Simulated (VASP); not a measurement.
# TiPt5 (P4/mmm) in VASP: notebook

One crystal, TiPt5, is run at these levels: PBE; tasks: single point.

All numbers are computed with VASP 6.6.1; they aren't measurements. Logs are shortened: lines on timing, memory, paths and dates and some standing lists are left out, and cuts for length are marked.

## 1. The cell of the first run

Symmetry: P4/mmm, No. 123, tetragonal system. Conventional cell: a = 5.102 Å, b = 5.102 Å, c = 3.641 Å, α = 90.00°, β = 90.00°, γ = 90.00°. Ti (site symmetry 4/mmm) is surrounded by 2 Pt at 1.82 Å. Pt (site symmetry m2m) is surrounded by 2 Pt at 1.80 Å. Pt (site symmetry 4/mmm) is surrounded by 2 Ti at 1.82 Å.

The cell was built by a generator and needn't be a form met in nature.

## 2. Single point, PBE (random cell by space group and Wyckoff sites (P4/mmm, No. 123))

Input file INCAR:

```
SYSTEM = TiPt5
PREC = Accurate
ENCUT = 520
EDIFF = 1E-6
ISMEAR = 0
SIGMA = 0.1
LREAL = .FALSE.
LASPH = .TRUE.
NELM = 100
ALGO = Normal
ISIF = 2
LWAVE = .FALSE.
LCHARG = .FALSE.
GGA = PE
NBANDS = 40
```

Input file KPOINTS:

```
Automatic mesh
0
G
  4 4 6
  0 0 0
```

Input file POSCAR:

```
TiPt5
1.0
    5.1017518000      0.0000000000      0.0000000000
    0.0000000000      5.1017518000      0.0000000000
    0.0000000000      0.0000000000      3.6411117900
Ti Pt
1 5
Direct
    0.0000000000      0.0000000000      0.0000000000
    0.2505486500      0.5000000000      0.5000000000
    0.7494513500      0.5000000000      0.5000000000
    0.5000000000      0.2505486500      0.5000000000
    0.5000000000      0.7494513500      0.5000000000
    0.0000000000      0.0000000000      0.5000000000
```

Potentials or basis: VASP PAW PBE potentials, release 64 (Ti_sv, Pt).

On the command line:

```sh
$ cat potpaw_PBE.64/Ti_sv/POTCAR potpaw_PBE.64/Pt/POTCAR > POTCAR
$ mpirun -np 1 vasp_std > vasp.out
```

OUTCAR:

```text
SYSTEM = TiPt5
   PREC = Accurate
   ENCUT = 520
   EDIFF = 1E-6
   ISMEAR = 0
   LREAL = .FALSE.
   LASPH = .TRUE.
   NELM = 100
   ISIF = 2
   GGA = PE

 ion  position               nearest neighbor table
   1  0.000  0.000  0.000-   6 1.82   6 1.82
   2  0.251  0.500  0.500-   4 1.80   5 1.80   3 2.55   3 2.56   6 2.85   6 2.85
   3  0.749  0.500  0.500-   4 1.80   5 1.80   2 2.55   2 2.56   6 2.85   6 2.85
   4  0.500  0.251  0.500-   2 1.80   3 1.80   5 2.55   5 2.56   6 2.85   6 2.85
   5  0.500  0.749  0.500-   2 1.80   3 1.80   4 2.55   4 2.56   6 2.85   6 2.85
   6  0.000  0.000  0.500-   1 1.82   1 1.82   3 2.85   4 2.85   5 2.85   2 2.85   2 2.85   3 2.85
                             4 2.85   5 2.85

  LATTYP: Found a simple tetragonal cell.
 ALAT       =     5.1017518000
 C/A-ratio  =     0.7136983399

  Lattice vectors:

 A1 = (   5.1017518000,   0.0000000000,   0.0000000000)
 A2 = (   0.0000000000,   5.1017518000,   0.0000000000)
 A3 = (   0.0000000000,   0.0000000000,   3.6411117900)

Analysis of symmetry for initial positions (statically):
=====================================================================
 Subroutine PRICEL returns:
 Original cell was already a primitive cell.

 Routine SETGRP: Setting up the symmetry group for a
 simple tetragonal supercell.

 Subroutine GETGRP returns: Found 16 space group operations
 (whereof 16 operations were pure point group operations)
 out of a pool of 16 trial point group operations.

The static configuration has the point symmetry D_4h.

Analysis of symmetry for dynamics (positions and initial velocities):
=====================================================================
 Subroutine PRICEL returns:
 Original cell was already a primitive cell.

 Routine SETGRP: Setting up the symmetry group for a
 simple tetragonal supercell.

 Subroutine GETGRP returns: Found 16 space group operations
 (whereof 16 operations were pure point group operations)
 out of a pool of 16 trial point group operations.

The dynamic configuration has the point symmetry D_4h.

 Subroutine INISYM returns: Found 16 space group operations
 (whereof 16 operations are pure point group operations),
 and found     1 'primitive' translations

----------------------------------------------------------------------------------------

                                     Primitive cell

  volume of cell :      94.7704

  direct lattice vectors                    reciprocal lattice vectors
     5.101751800  0.000000000  0.000000000     0.196011103  0.000000000  0.000000000
     0.000000000  5.101751800  0.000000000     0.000000000  0.196011103  0.000000000
     0.000000000  0.000000000  3.641111790     0.000000000  0.000000000  0.274641389

  length of vectors
     5.101751800  5.101751800  3.641111790     0.196011103  0.196011103  0.274641389

  position of ions in fractional coordinates (direct lattice)
     0.000000000  0.000000000  0.000000000
     0.250548650  0.500000000  0.500000000
     0.749451350  0.500000000  0.500000000
     0.500000000  0.250548650  0.500000000
     0.500000000  0.749451350  0.500000000
     0.000000000  0.000000000  0.500000000

  ion indices of the primitive-cell ions
   primitive index   ion index
                 1           1
                 2           2
                 3           3
                 4           4
                 5           5
                 6           6

----------------------------------------------------------------------------------------

 KPOINTS: Automatic mesh

Automatic generation of k-mesh.
 Grid dimensions read from file:
 generate k-points for:    4    4    6

 Generating k-lattice:

  Cartesian coordinates                     Fractional coordinates (reciprocal lattice)
     0.049002776  0.000000000  0.000000000     0.250000000  0.000000000  0.000000000
     0.000000000  0.049002776  0.000000000     0.000000000  0.250000000  0.000000000
     0.000000000  0.000000000  0.045773565     0.000000000  0.000000000  0.166666667

  Length of vectors
     0.049002776  0.049002776  0.045773565

  Shift w.r.t. Gamma in fractional coordinates (k-lattice)
     0.000000000  0.000000000  0.000000000

 Subroutine IBZKPT returns following result:
 ===========================================

 Found     24 irreducible k-points:

 Following reciprocal coordinates:
            Coordinates               Weight
  0.000000  0.000000  0.000000      1.000000
  0.250000  0.000000  0.000000      4.000000
  0.500000  0.000000  0.000000      2.000000
  0.250000  0.250000  0.000000      4.000000
  0.500000  0.250000  0.000000      4.000000
  0.500000  0.500000  0.000000      1.000000
[... 16 lines left out ...]
  0.500000  0.250000  0.500000      4.000000
  0.500000  0.500000  0.500000      1.000000
   k-points           NKPTS =     24   k-points in BZ     NKDIM =     24   number of bands    NBANDS=     40
   number of dos      NEDOS =    301   number of ions     NIONS =      6
   total plane-waves  NPLWV =  44800
   dimension x,y,z NGX =    40 NGY =   40 NGZ =   28
   dimension x,y,z NGXF=    80 NGYF=   80 NGZF=   56
   ions per type =               1   5
   NGX,Y,Z   is equivalent  to a cutoff of  13.03, 13.03, 12.78 a.u.
   NGXF,Y,Z  is equivalent  to a cutoff of  26.07, 26.07, 25.57 a.u.
 SYSTEM =  TiPt5
   PREC   = accura    normal or accurate (medium, high low for compatibility)
   ISTART =      0    job   : 0-new  1-cont  2-samecut
   ICHARG =      2    charge: 1-file 2-atom 10-const
   ISPIN  =      1    spin polarized calculation?
   LNONCOLLINEAR =      F non collinear calculations
   LSORBIT =      F    spin-orbit coupling
   LASPH  =      T    aspherical Exc in radial PAW
   ENCUT  =  520.0 eV  38.22 Ry    6.18 a.u.   9.49  9.49  6.77*2*pi/ulx,y,z
   NELM   =    100;   NELMIN=  2; NELMDL= -5     # of ELM steps
   EDIFF  = 0.1E-05   stopping-criterion for ELM
   LREAL  =      F    real-space projection
   EDIFFG = 0.1E-04   stopping-criterion for IOM
   NSW    =      0    number of steps for IOM
   IBRION =     -1    ionic relax: 0-MD 1-quasi-New 2-CG
   NFREE  =      0    steps in history (QN), initial steepest desc. (CG)
   ISIF   =      2    stress and relaxation
   ISYM   =      2    0-nonsym 1-usesym 2-fastsym
   POTIM  = 0.5000    time-step for ionic-motion
   TEBEG  =    0.0;   TEEND  =   0.0 temperature during run
   PSTRESS=    0.0 pullay stress
   NELECT =      62.0000    total number of electrons
   NUPDOWN=      -1.0000    fix difference up-down
   EMIN   =  10.00;   EMAX   =-10.00  energy-range for DOS
   EFERMI =   0.00;   METHOD = LEGACY
   ISMEAR =     0;   SIGMA  =   0.10  broadening in eV -4-tet -1-fermi 0-gaus
   EFERMI_NEDOS =   21; number of points for ismear=-14 and -15
   IALGO  =     38    algorithm
   IMIX   =      4    mixing-type and parameters
     AMIX     =   0.40;   BMIX     =  1.00
     AMIX_MAG =   1.60;   BMIX_MAG =  1.00
  volume/ion in A,a.u.               =      15.80       106.59
  Fermi-wavevector in a.u.,A,eV,Ry     =   1.421176  2.685633 27.480244  2.019741
  Thomas-Fermi vector in A             =   2.542013
   LORBIT       =      0    0 simple, 1 ext, 2 COOP (PROOUT), +10 PAW based schemes
   GGA     = PE    functional components
   LHFCALC =     F    Hartree Fock is set to
   AEXX    =    0.0000 exact exchange contribution
   IVDW    =     0    specifies the selected vdW correction
   LEPSILON=     F    determine dielectric tensor
   LRPA    =     F    only Hartree local field effects (RPA)
 non-spin polarized calculation
 Gauss-broadening in eV      SIGMA  =   0.10
  energy-cutoff  :      520.00
  volume of cell :       94.77
 maximum number of plane-waves:      2590
 NGX is ok and might be reduce to    40
   NGX = 19   NGY = 19   NGZ = 13

 number of electron      61.9999994 magnetization

 Free energy of the ion-electron system (eV)
  ---------------------------------------------------
  ext. energy  EPLUGINS =         0.00000000
  ---------------------------------------------------
  free energy    TOTEN  =         9.64164933 eV

  energy without entropy =        9.66608305  energy(sigma->0) =        9.65386619

 E-fermi :  11.7110     XC(G=0): -12.4046

 val. band max:       11.7000292223   @ k =   0.5000   0.0000   0.1667
 cond. band min:      11.7249776761   @ k =   0.2500   0.2500   0.0000
 fundamental gap:      0.0249484539
 Fermi energy:        11.7109702681

 k-point     1 :       0.0000    0.0000    0.0000
  band No.  band energies     occupation
      1     -46.3554      2.00000
      2     -22.8225      2.00000
      3     -22.2562      2.00000
      4     -22.2562      2.00000
      5      -3.5448      2.00000
      6      -0.1500      2.00000
[... 32 lines left out ...]
     39      17.0144      0.00000
     40      17.0901      0.00000

 k-point     2 :       0.2500    0.0000    0.0000
  band No.  band energies     occupation
      1     -46.3554      2.00000
      2     -22.8225      2.00000
      3     -22.2566      2.00000
      4     -22.2562      2.00000
      5      -3.3102      2.00000
      6      -0.4021      2.00000
[... 32 lines left out ...]
     39      16.7738      0.00000
     40      17.0170      0.00000

 k-point     3 :       0.5000    0.0000    0.0000
  band No.  band energies     occupation
      1     -46.3554      2.00000
      2     -22.8225      2.00000
      3     -22.2569      2.00000
      4     -22.2562      2.00000
      5      -3.0435      2.00000
      6      -0.5951      2.00000
[... 32 lines left out ...]
     39      16.9827      0.00000
     40      17.0145      0.00000

 k-point     4 :       0.2500    0.2500    0.0000
  band No.  band energies     occupation
      1     -46.3554      2.00000
      2     -22.8225      2.00000
      3     -22.2565      2.00000
      4     -22.2565      2.00000
      5      -3.0913      2.00000
      6      -0.7939      2.00000
[... 32 lines left out ...]
     39      17.0127      0.00000
     40      17.0551      0.00000
[... 772 lines left out ...]
     39      14.7065      0.00000
     40      15.2000      0.00000

 k-point    23 :       0.5000    0.2500    0.5000
  band No.  band energies     occupation
      1     -45.8832      2.00000
      2     -24.4845      2.00000
      3     -22.3677      2.00000
      4     -22.3676      2.00000
      5      -2.8238      2.00000
      6      -1.0214      2.00000
[... 32 lines left out ...]
     39      13.9324      0.00000
     40      14.6407      0.00000

 k-point    24 :       0.5000    0.5000    0.5000
  band No.  band energies     occupation
      1     -45.8832      2.00000
      2     -24.4845      2.00000
      3     -22.3677      2.00000
      4     -22.3677      2.00000
      5      -2.6185      2.00000
      6      -1.3384      2.00000
[... 32 lines left out ...]
     39      13.7859      0.00000
     40      14.5989      0.00000

------------------------ aborting loop because EDIFF is reached ----------------------------------------

  FORCE on cell =-STRESS in cart. coord.  units (eV):
  Direction    XX          YY          ZZ          XY          YZ          ZX
  --------------------------------------------------------------------------------------
  -------------------------------------------------------------------------------------
  Total      156.4977159    156.4977159     78.8753592      0.0000000      0.0000000      0.0000000
  in kB     2645.7324268   2645.7324268   1333.4577718      0.0000000      0.0000000      0.0000000
  external PRESSURE =    2208.3075418 kB  Pullay stress =       0.0000000 kB

 VOLUME and BASIS-vectors are now :
 -----------------------------------------------------------------------------
  energy-cutoff  :      520.00
  volume of cell :       94.77
      direct lattice vectors                 reciprocal lattice vectors
     5.101751800  0.000000000  0.000000000     0.196011103  0.000000000  0.000000000
     0.000000000  5.101751800  0.000000000     0.000000000  0.196011103  0.000000000
     0.000000000  0.000000000  3.641111790     0.000000000  0.000000000  0.274641389

 POSITION                                       TOTAL-FORCE (eV/Angst)
 -----------------------------------------------------------------------------------
      0.00000      0.00000      0.00000         0.000000      0.000000      0.000000
      1.27824      2.55088      1.82056       -53.261983      0.000000      0.000000
      3.82351      2.55088      1.82056        53.261983     -0.000000     -0.000000
      2.55088      1.27824      1.82056         0.000000    -53.261983     -0.000000
      2.55088      3.82351      1.82056         0.000000     53.261983      0.000000
      0.00000      0.00000      1.82056         0.000000      0.000000      0.000000
 -----------------------------------------------------------------------------------
    total drift:                               -0.000000     -0.000000      0.000000

  FREE ENERGIE OF THE ION-ELECTRON SYSTEM (eV)
  ---------------------------------------------------
  free  energy   TOTEN  =         9.6416493331 eV

  energy  without entropy=        9.6660830507  energy(sigma->0) =        9.65386619
```

Wall time 61 s (1 thread of Intel Xeon 6975P-C (Granite Rapids), shared host); peak memory 0.24 GiB.

What came out:

```yaml
Free_energy: 9.6416 eV
Pressure: 220.8 GPa
Largest_force: 53.262 eV/Å
Band_gap_on_the_k_mesh: none (metal or under the smearing width)
```

Forces in eV/Å, atoms in the order of the input:
```
Ti    0.000   0.000   0.000
Pt  -53.262   0.000   0.000
Pt   53.262   0.000   0.000
Pt    0.000 -53.262   0.000
Pt    0.000  53.262   0.000
Pt    0.000   0.000   0.000
```

Stress tensor (GPa, compression positive):
```
264.57   0.00   0.00
  0.00 264.57   0.00
  0.00   0.00 133.35
```

Levels at points of the mesh, in eV from the Fermi level:
| k point | band 29 | band 30 | band 31 | band 32 | band 33 | band 34 |
| --- | --- | --- | --- | --- | --- | --- |
| (0.00, 0.00, 0.00) | -1.47 | -0.31 | -0.31 | 0.25 | 0.79 | 1.19 |
| (0.50, 0.00, 0.00) | -1.13 | -0.97 | 0.02 | 0.94 | 1.03 | 1.97 |
| (0.50, 0.50, 0.00) | -1.89 | -0.28 | 0.34 | 0.55 | 1.08 | 1.09 |
| (0.00, 0.00, 0.50) | -1.84 | -1.84 | -1.11 | 0.14 | 0.17 | 0.58 |
| (0.50, 0.00, 0.50) | -1.28 | -1.10 | -0.16 | -0.15 | -0.08 | 0.08 |
| (0.50, 0.50, 0.50) | -1.19 | -0.93 | -0.39 | -0.33 | 0.13 | 0.19 |

Caveat: a pressure of tens of GPa on the cell as given is suspect, and the run, the potentials or the cell itself is likely at fault; forces of over 1 eV/Å show positions far from the minimum, so gaps and moduli don't describe the material at rest.

(Part 1 of 2 ends here.)
